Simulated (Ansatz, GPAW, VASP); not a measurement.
Ge: 3 runs at one level of theory

```xyz
2
Lattice="0.0000 2.8289 2.8289 2.8289 0.0000 2.8289 2.8289 2.8289 0.0000" Properties=species:S:1:pos:R:3 pbc="T T T"
Ge    4.2434    4.2434    4.2434
Ge    2.8289    2.8289    2.8289
```

Alike in all runs: task single point; functional PBE; k mesh 8 × 8 × 8; occupations gaussian, width 0.021 eV; no spin polarisation; no spin-orbit coupling. Pressure is positive in compression and, in plane waves, holds the error of the finite cutoff.

```json
{"program and potentials": "GPAW, GPAW PAW data sets (gpaw-data 1.2.1)", "plane-wave cutoff (eV)": "600", "notes": "4 valence electrons an atom on average", "band gap (eV)": "0.09", "pressure (GPa)": "3.84"}
{"program and potentials": "Ansatz, all-electron LAPW, scalar-relativistic", "plane-wave cutoff (eV)": "-", "notes": "-", "band gap (eV)": "0.04", "pressure (GPa)": "3.57"}
{"program and potentials": "VASP, PBE PAW files Ge_d, 520 eV", "plane-wave cutoff (eV)": "520", "notes": "14 valence electrons an atom on average", "band gap (eV)": "0.03", "pressure (GPa)": "3.46"}
```

The band gap spans 0.03 (VASP, PBE PAW files Ge_d, 520 eV) to 0.09 eV (GPAW, GPAW PAW data sets (gpaw-data 1.2.1)), with all-electron results at 0.04. The pressure spans 3.46 (VASP, PBE PAW files Ge_d, 520 eV) to 3.84 GPa (GPAW, GPAW PAW data sets (gpaw-data 1.2.1)), with all-electron results at 3.57.

Differences between rows come from potentials, basis sets and numerical settings, since the functional is the same but for its coding. Runs on potential files found faulty are left out.
